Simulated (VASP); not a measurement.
The system is GaN.

```xyz
2
Lattice="0.0000 2.2476 2.2476 2.2476 0.0000 2.2476 2.2476 2.2476 0.0000" Properties=species:S:1:pos:R:3 pbc="T T T"
Ga    0.0000    0.0000    0.0000
N     1.1238    1.1238    1.1238
```

The cell was built by a generator and needn't be a form met in nature.

Base run:

* Program: VASP 6.6.1
* Functional: r2SCAN
* Potentials or basis: VASP PAW PBE potentials, release 64 (Ga_d, N)
* Cutoff: 520 eV
* k mesh: 14 × 14 × 14
* Occupations: gaussian, width 0.03 eV
* Spin: no spin polarisation

Its results: band gap on the k mesh 2.17 eV, direct.

Q: The run is repeated on the same cell with these changes: functional from r2SCAN to TB-mBJ. What comes out?

A: Band gap on the k mesh 2.91 eV, direct.
